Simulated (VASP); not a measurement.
# GaN (P6_3mc) in VASP: further runs

The runs below take GaN through single point, with PBE.

All numbers are computed with VASP 6.6.1; they aren't measurements. Logs are shortened: lines on timing, memory, paths and dates and some standing lists are left out, and cuts for length are marked.

## (1) The crystal as given

Symmetry: P6_3mc, No. 186, hexagonal system. The conventional cell has a = 3.180 Å, b = 3.180 Å, c = 5.166 Å, α = 90.00°, β = 90.00°, γ = 120.00°. Around Ga (site symmetry 3m) lie 4 N at 1.94 to 1.95 Å. N (site symmetry 3m) has 4 Ga at 1.94 to 1.95 Å as nearest neighbours.

## (2) Single point, PBE

Contents of INCAR:

```
PREC = Accurate
ENCUT = 400
EDIFF = 1E-7
ISMEAR = 0
SIGMA = 0.05
LREAL = F
LASPH = T
NELM = 100
ALGO = Normal
ISIF = 2
LWAVE = F
LCHARG = F
GGA = PE
ADDGRID = F
```

Contents of KPOINTS:

```
Automatic mesh
0
Gamma
  10 10 6
```

Contents of POSCAR:

```
GaN
1.0
    3.1800000000      0.0000000000      0.0000000000
   -1.5900000000      2.7539607840      0.0000000000
    0.0000000000      0.0000000000      5.1660000000
Ga N
2 2
Direct
    0.6521390000      0.3316270000      0.5245870000
    0.3764220000      0.6884330000      0.0161300000
    0.6603830000      0.3218970000      0.8783140000
    0.3311160000      0.6688000000      0.3826530000
```

Potentials or basis: VASP PAW PBE potentials, release 64 (Ga, N).

On the command line:

```bash
cat potpaw_PBE.64/Ga/POTCAR potpaw_PBE.64/N/POTCAR > POTCAR
mpirun -np 1 vasp_std > vasp.out
```

OUTCAR:

```text
PREC = Accurate
   ENCUT = 400
   EDIFF = 1E-7
   ISMEAR = 0
   LREAL = F
   LASPH = T
   NELM = 100
   ISIF = 2
   GGA = PE

 Found    304 irreducible k-points:

 Following reciprocal coordinates:
            Coordinates               Weight
  0.000000  0.000000  0.000000      1.000000
  0.100000  0.000000  0.000000      2.000000
  0.000000  0.100000  0.000000      2.000000
 -0.100000  0.100000  0.000000      2.000000
  0.200000  0.000000  0.000000      2.000000
  0.000000  0.200000  0.000000      2.000000
   k-points           NKPTS =    304   k-points in BZ     NKDIM =    304   number of bands    NBANDS=     12
   number of dos      NEDOS =    301   number of ions     NIONS =      4
   total plane-waves  NPLWV =  20736
   dimension x,y,z NGX =    24 NGY =   24 NGZ =   36
   dimension x,y,z NGXF=    48 NGYF=   48 NGZF=   72
   ions per type =               2   2
   NGX,Y,Z   is equivalent  to a cutoff of  12.55, 12.55, 11.59 a.u.
   NGXF,Y,Z  is equivalent  to a cutoff of  25.09, 25.09, 23.17 a.u.
 SYSTEM =  unknown system
   PREC   = accura    normal or accurate (medium, high low for compatibility)
   ISTART =      0    job   : 0-new  1-cont  2-samecut
   ICHARG =      2    charge: 1-file 2-atom 10-const
   ISPIN  =      1    spin polarized calculation?
   LNONCOLLINEAR =      F non collinear calculations
   LSORBIT =      F    spin-orbit coupling
   LASPH  =      T    aspherical Exc in radial PAW
   ENCUT  =  400.0 eV  29.40 Ry    5.42 a.u.   5.19  5.19  8.42*2*pi/ulx,y,z
   NELM   =    100;   NELMIN=  2; NELMDL= -5     # of ELM steps
   EDIFF  = 0.1E-06   stopping-criterion for ELM
   LREAL  =      F    real-space projection
   EDIFFG = 0.1E-05   stopping-criterion for IOM
   NSW    =      0    number of steps for IOM
   IBRION =     -1    ionic relax: 0-MD 1-quasi-New 2-CG
   NFREE  =      0    steps in history (QN), initial steepest desc. (CG)
   ISIF   =      2    stress and relaxation
   ISYM   =      2    0-nonsym 1-usesym 2-fastsym
   POTIM  = 0.5000    time-step for ionic-motion
   TEBEG  =    0.0;   TEEND  =   0.0 temperature during run
   PSTRESS=    0.0 pullay stress
   NELECT =      16.0000    total number of electrons
   NUPDOWN=      -1.0000    fix difference up-down
   EMIN   =  10.00;   EMAX   =-10.00  energy-range for DOS
   EFERMI =   0.00;   METHOD = LEGACY
   ISMEAR =     0;   SIGMA  =   0.05  broadening in eV -4-tet -1-fermi 0-gaus
   EFERMI_NEDOS =   21; number of points for ismear=-14 and -15
   IALGO  =     38    algorithm
   IMIX   =      4    mixing-type and parameters
     AMIX     =   0.40;   BMIX     =  1.00
     AMIX_MAG =   1.60;   BMIX_MAG =  1.00
  volume/ion in A,a.u.               =      11.31        76.33
  Fermi-wavevector in a.u.,A,eV,Ry     =   1.157715  2.187764 18.235949  1.340304
  Thomas-Fermi vector in A             =   2.294324
   LORBIT       =      0    0 simple, 1 ext, 2 COOP (PROOUT), +10 PAW based schemes
   GGA     = PE    functional components
   LHFCALC =     F    Hartree Fock is set to
   AEXX    =    0.0000 exact exchange contribution
   IVDW    =     0    specifies the selected vdW correction
   LEPSILON=     F    determine dielectric tensor
   LRPA    =     F    only Hartree local field effects (RPA)
 non-spin polarized calculation
 Gauss-broadening in eV      SIGMA  =   0.05
  energy-cutoff  :      400.00
  volume of cell :       45.24
 maximum number of plane-waves:       838
 NGX is ok and might be reduce to    24
   NGX = 11   NGY = 11   NGZ = 17

 number of electron      16.0000002 magnetization

 Free energy of the ion-electron system (eV)
  ---------------------------------------------------
  ext. energy  EPLUGINS =         0.00000000
  ---------------------------------------------------
  free energy    TOTEN  =       -23.94310311 eV

  energy without entropy =      -23.94310311  energy(sigma->0) =      -23.94310311

 E-fermi :   3.4976     XC(G=0): -10.9100

 val. band max:        3.2640864540   @ k =   0.0000   0.0000   0.0000
 cond. band min:       5.1011309932   @ k =   0.0000   0.0000   0.0000
 fundamental gap:      1.8370445392
 Fermi energy:         3.4976265013

 k-point     1 :       0.0000    0.0000    0.0000
  band No.  band energies     occupation
      1     -12.9514      2.00000
      2     -10.4606      2.00000
      3      -4.2439      2.00000
      4       1.7187      2.00000
      5       2.2739      2.00000
      6       2.8161      2.00000
      7       3.0992      2.00000
      8       3.2641      2.00000
      9       5.1011      0.00000
     10       7.6312      0.00000
     11      12.2985      0.00000
     12      12.9001      0.00000

 k-point     2 :       0.1000    0.0000    0.0000
  band No.  band energies     occupation
      1     -12.8169      2.00000
      2     -10.3742      2.00000
      3      -4.1032      2.00000
      4       1.5064      2.00000
      5       1.5836      2.00000
      6       2.4118      2.00000
      7       2.7489      2.00000
      8       3.0258      2.00000
      9       5.8872      0.00000
     10       8.2227      0.00000
     11      11.9321      0.00000
     12      12.2779      0.00000

 k-point     3 :       0.0000    0.1000    0.0000
  band No.  band energies     occupation
      1     -12.8136      2.00000
      2     -10.3721      2.00000
      3      -4.1025      2.00000
      4       1.0899      2.00000
      5       1.9992      2.00000
      6       2.2862      2.00000
      7       2.7269      2.00000
      8       3.1596      2.00000
      9       5.8653      0.00000
     10       8.2118      0.00000
     11      12.0555      0.00000
     12      12.4937      0.00000

 k-point     4 :      -0.1000    0.1000    0.0000
  band No.  band energies     occupation
      1     -12.8144      2.00000
      2     -10.3714      2.00000
      3      -4.1029      2.00000
      4       1.1135      2.00000
      5       1.9645      2.00000
      6       2.2895      2.00000
      7       2.7271      2.00000
      8       3.1725      2.00000
      9       5.8748      0.00000
     10       8.2037      0.00000
     11      11.9576      0.00000
     12      12.5983      0.00000

 k-point     5 :       0.2000    0.0000    0.0000
  band No.  band energies     occupation
      1     -12.4278      2.00000
      2     -10.1456      2.00000
      3      -3.6993      2.00000
      4       0.0137      2.00000
      5       1.1006      2.00000
      6       1.1683      2.00000
      7       2.4219      2.00000
      8       2.8098      2.00000
      9       7.0130      0.00000
     10       9.1192      0.00000
     11      10.7175      0.00000
     12      11.8135      0.00000

 k-point     6 :       0.0000    0.2000    0.0000
  band No.  band energies     occupation
      1     -12.4130      2.00000
      2     -10.1388      2.00000
      3      -3.6986      2.00000
      4      -0.3157      2.00000
      5       0.8892      2.00000
      6       1.4995      2.00000
      7       2.3628      2.00000
      8       2.9531      2.00000
      9       7.0038      0.00000
     10       9.1227      0.00000
     11      11.0297      0.00000
     12      11.9613      0.00000

 [... further k-points ...]

------------------------ aborting loop because EDIFF is reached ----------------------------------------

  FORCE on cell =-STRESS in cart. coord.  units (eV):
  Direction    XX          YY          ZZ          XY          YZ          ZX
  --------------------------------------------------------------------------------------
  -------------------------------------------------------------------------------------
  Total        1.0625047      3.0128418      6.7141452     -1.0647142     -0.6682840     -0.2605793
  in kB       37.6272226    106.6958771    237.7727263    -37.7054710    -23.6664097     -9.2280778
  external PRESSURE =     127.3652753 kB  Pullay stress =       0.0000000 kB

 VOLUME and BASIS-vectors are now :
 -----------------------------------------------------------------------------
  energy-cutoff  :      400.00
  volume of cell :       45.24
      direct lattice vectors                 reciprocal lattice vectors
     3.180000000  0.000000000  0.000000000     0.314465409  0.181556688  0.000000000
    -1.590000000  2.753960784  0.000000000     0.000000000  0.363113377  0.000000000
     0.000000000  0.000000000  5.166000000     0.000000000  0.000000000  0.193573364

 POSITION                                       TOTAL-FORCE (eV/Angst)
 -----------------------------------------------------------------------------------
      1.54652      0.91329      2.71002         0.417071      0.123630     -2.670018
      0.10241      1.89592      0.08333        -0.997389     -1.150145     -0.310515
      1.58820      0.88649      4.53737         0.882871      1.125503      2.041322
     -0.01044      1.84185      1.97679        -0.302553     -0.098987      0.939211
 -----------------------------------------------------------------------------------
    total drift:                                0.000229     -0.000133     -0.000711

  FREE ENERGIE OF THE ION-ELECTRON SYSTEM (eV)
  ---------------------------------------------------
  free  energy   TOTEN  =       -23.9431031052 eV

  energy  without entropy=      -23.9431031052  energy(sigma->0) =      -23.94310311
```

Wall time 49 s (1 thread of Intel Xeon 6975P-C (Granite Rapids), shared host); peak memory 0.24 GiB.

The run converged, but some of its settings lie outside the range that counts as converged, so its numbers aren't taken as properties of the crystal.

Results:

- Free energy: -23.9431 eV
- Largest force: 2.705 eV/Å
- Band gap on the k mesh: 1.84 eV, direct

Caveat: the cutoff is under 1.25 times the usual one of these potentials, so pressure, stress and relaxed cells hold a basis-set (Pulay) error.

## (3) Single point, PBE

INCAR, as its differences from that of step 2:

```diff
@@ -1,3 +1,3 @@
 PREC = Accurate
-ENCUT = 400
+ENCUT = 450
 EDIFF = 1E-7
```

KPOINTS is that of step 2.

Contents of POSCAR:

```
GaN
1.0
    3.1800000000      0.0000000000      0.0000000000
   -1.5900000000      2.7539607840      0.0000000000
    0.0000000000      0.0000000000      5.1660000000
Ga N
2 2
Direct
    0.6666666667      0.3333333333      0.5000000000
    0.3333333333      0.6666666667      0.0000000000
    0.6666666667      0.3333333333      0.8750000000
    0.3333333333      0.6666666667      0.3750000000
```

Potentials or basis: VASP PAW PBE potentials, release 64 (Ga, N).

On the command line:

```bash
cat potpaw_PBE.64/Ga/POTCAR potpaw_PBE.64/N/POTCAR > POTCAR
mpirun -np 1 vasp_std > vasp.out
```

Wall time 12 s (1 thread of Intel Xeon 6975P-C (Granite Rapids), shared host); peak memory 0.16 GiB.

The run converged, but some of its settings lie outside the range that counts as converged, so its numbers aren't taken as properties of the crystal.

Results:

| Property | Result |
| --- | --- |
| Free energy | -24.2261 eV |
| Largest force | 0.172 eV/Å |
| Band gap on the k mesh | 2.06 eV, direct |

Caveat: the cutoff is under 1.25 times the usual one of these potentials, so pressure, stress and relaxed cells hold a basis-set (Pulay) error.

## (4) Single point, PBE

INCAR is that of step 3.

KPOINTS is that of step 3.

Contents of POSCAR:

```
GaN
1.0
    3.1800000000      0.0000000000      0.0000000000
   -1.5900000000      2.7539607840      0.0000000000
    0.0000000000      0.0000000000      5.1660000000
Ga N
2 2
Direct
    0.6521390000      0.3316270000      0.5245870000
    0.3764220000      0.6884330000      0.0161300000
    0.6603830000      0.3218970000      0.8783140000
    0.3311160000      0.6688000000      0.3826530000
```

On the command line:

```bash
cat potpaw_PBE.64/Ga/POTCAR potpaw_PBE.64/N/POTCAR > POTCAR
mpirun -np 1 vasp_std > vasp.out
```

Run time: 50 s. Hardware: 1 thread of Intel Xeon 6975P-C (Granite Rapids), shared host; peak memory 0.26 GiB.

The run converged, but some of its settings lie outside the range that counts as converged, so its numbers aren't taken as properties of the crystal.

Results:

| Property | Result |
| --- | --- |
| Free energy | -23.9467 eV |
| Largest force | 2.697 eV/Å |
| Band gap on the k mesh | 1.85 eV, direct |

Caveat: the cutoff is under 1.25 times the usual one of these potentials, so pressure, stress and relaxed cells hold a basis-set (Pulay) error.

## (5) Single point, PBE

INCAR, as its differences from that of step 4:

```diff
@@ -3,3 +3,3 @@
 EDIFF = 1E-7
-ISMEAR = 0
+ISMEAR = -5
 SIGMA = 0.05
```

KPOINTS is that of step 4.

Contents of POSCAR:

```
GaN
1.0
    3.1800000000      0.0000000000      0.0000000000
   -1.5900000000      2.7539607840      0.0000000000
    0.0000000000      0.0000000000      5.1660000000
Ga N
2 2
Direct
    0.6666666667      0.3333333333      0.5000000000
    0.3333333333      0.6666666667      0.0000000000
    0.6666666667      0.3333333333      0.8750000000
    0.3333333333      0.6666666667      0.3750000000
```

Potentials or basis: VASP PAW PBE potentials, release 64 (Ga, N).

On the command line:

```bash
cat potpaw_PBE.64/Ga/POTCAR potpaw_PBE.64/N/POTCAR > POTCAR
mpirun -np 1 vasp_std > vasp.out
```

OUTCAR:

```text
PREC = Accurate
   ENCUT = 450
   EDIFF = 1E-7
   ISMEAR = -5
   LREAL = F
   LASPH = T
   NELM = 100
   ISIF = 2
   GGA = PE

 Found     56 irreducible k-points:

 Following reciprocal coordinates:
            Coordinates               Weight
  0.000000  0.000000  0.000000      1.000000
  0.100000  0.000000  0.000000      6.000000
  0.200000  0.000000  0.000000      6.000000
  0.300000  0.000000  0.000000      6.000000
  0.400000  0.000000  0.000000      6.000000
  0.500000  0.000000  0.000000      3.000000
   k-points           NKPTS =     56   k-points in BZ     NKDIM =     56   number of bands    NBANDS=     12
   number of dos      NEDOS =    301   number of ions     NIONS =      4
   total plane-waves  NPLWV =  20736
   dimension x,y,z NGX =    24 NGY =   24 NGZ =   36
   dimension x,y,z NGXF=    48 NGYF=   48 NGZF=   72
   ions per type =               2   2
   NGX,Y,Z   is equivalent  to a cutoff of  12.55, 12.55, 11.59 a.u.
   NGXF,Y,Z  is equivalent  to a cutoff of  25.09, 25.09, 23.17 a.u.
 SYSTEM =  unknown system
   PREC   = accura    normal or accurate (medium, high low for compatibility)
   ISTART =      0    job   : 0-new  1-cont  2-samecut
   ICHARG =      2    charge: 1-file 2-atom 10-const
[... 73 lines left out ...]
      9       5.1285      0.00000
     10       7.4924      0.00000
     11      12.4073      0.00000
     12      13.1280      0.00000
[... 61 lines left out ...]
 k-point     6 :       0.5000    0.0000    0.0000
  band No.  band energies     occupation
      1     -10.6510      2.00000
      2      -9.8061      2.00000
      3      -3.3977      2.00000
      4      -2.1963      2.00000
      5      -1.1615      2.00000
      6       0.3444      2.00000
      7       0.8056      2.00000
      8       2.1033      2.00000
      9       8.2516      0.00000
     10       8.7891      0.00000
     11       9.2348      0.00000
     12      11.8588      0.00000

 [... further k-points ...]

------------------------ aborting loop because EDIFF is reached ----------------------------------------

  FORCE on cell =-STRESS in cart. coord.  units (eV):
  Direction    XX          YY          ZZ          XY          YZ          ZX
  --------------------------------------------------------------------------------------
  -------------------------------------------------------------------------------------
  Total        3.4497156      3.4497156      4.0384897      0.0000000      0.0000000      0.0000000
  in kB      122.1671962    122.1671962    143.0178651      0.0000000      0.0000000      0.0000000
  external PRESSURE =     129.1174192 kB  Pullay stress =       0.0000000 kB

 VOLUME and BASIS-vectors are now :
 -----------------------------------------------------------------------------
  energy-cutoff  :      450.00
  volume of cell :       45.24
      direct lattice vectors                 reciprocal lattice vectors
     3.180000000  0.000000000  0.000000000     0.314465409  0.181556688  0.000000000
    -1.590000000  2.753960784  0.000000000     0.000000000  0.363113377  0.000000000
     0.000000000  0.000000000  5.166000000     0.000000000  0.000000000  0.193573364

 POSITION                                       TOTAL-FORCE (eV/Angst)
 -----------------------------------------------------------------------------------
      1.59000      0.91799      2.58300         0.000000     -0.000000     -0.172085
     -0.00000      1.83597      0.00000        -0.000000      0.000000     -0.172085
      1.59000      0.91799      4.52025        -0.000000     -0.000000      0.172085
     -0.00000      1.83597      1.93725         0.000000      0.000000      0.172085
 -----------------------------------------------------------------------------------
    total drift:                               -0.000000     -0.000000     -0.000934

  FREE ENERGIE OF THE ION-ELECTRON SYSTEM (eV)
  ---------------------------------------------------
  free  energy   TOTEN  =       -24.2261149237 eV

  energy  without entropy=      -24.2261149237  energy(sigma->0) =      -24.22611492
```

OSZICAR:

```text
N       E                     dE             d eps       ncg     rms          rms(c)
DAV:   1     0.557450842015E+02    0.55745E+02   -0.70685E+03  1352   0.106E+03
DAV:   2    -0.242617021554E+02   -0.80007E+02   -0.74463E+02  1852   0.210E+02
DAV:   3    -0.284223598179E+02   -0.41607E+01   -0.41312E+01  1772   0.529E+01
DAV:   4    -0.284649148145E+02   -0.42555E-01   -0.42518E-01  1604   0.570E+00
DAV:   5    -0.284656046633E+02   -0.68985E-03   -0.68976E-03  1692   0.653E-01    0.133E+01
DAV:   6    -0.243150254821E+02    0.41506E+01   -0.14865E+01  1632   0.286E+01    0.543E+00
DAV:   7    -0.242847623489E+02    0.30263E-01   -0.80558E-01  1448   0.684E+00    0.312E+00
DAV:   8    -0.242297873931E+02    0.54975E-01   -0.68338E-02  1632   0.250E+00    0.494E-01
DAV:   9    -0.242256202863E+02    0.41671E-02   -0.13422E-02  1740   0.938E-01    0.161E-01
DAV:  10    -0.242261259490E+02   -0.50566E-03   -0.15167E-03  1496   0.304E-01    0.534E-02
DAV:  11    -0.242261133421E+02    0.12607E-04   -0.10297E-04  1716   0.819E-02    0.146E-02
DAV:  12    -0.242261150638E+02   -0.17217E-05   -0.82873E-06  1492   0.247E-02    0.525E-03
DAV:  13    -0.242261149310E+02    0.13280E-06   -0.10829E-06  1696   0.771E-03    0.414E-03
DAV:  14    -0.242261149237E+02    0.73401E-08   -0.31840E-07  1488   0.447E-03
   1 F= -.24226115E+02 E0= -.24226115E+02  d E =0.000000E+00
```

Wall time 11 s (1 thread of Intel Xeon 6975P-C (Granite Rapids), shared host); peak memory 0.17 GiB.

These settings aren't checked as converged: the numbers below hold their error.

Results:

| Property | Result |
| --- | --- |
| Free energy | -24.2261 eV |
| Largest force | 0.172 eV/Å |
| Band gap on the k mesh | 2.06 eV, direct |

Caveat: the cutoff is under 1.25 times the usual one of these potentials, so pressure, stress and relaxed cells hold a basis-set (Pulay) error.
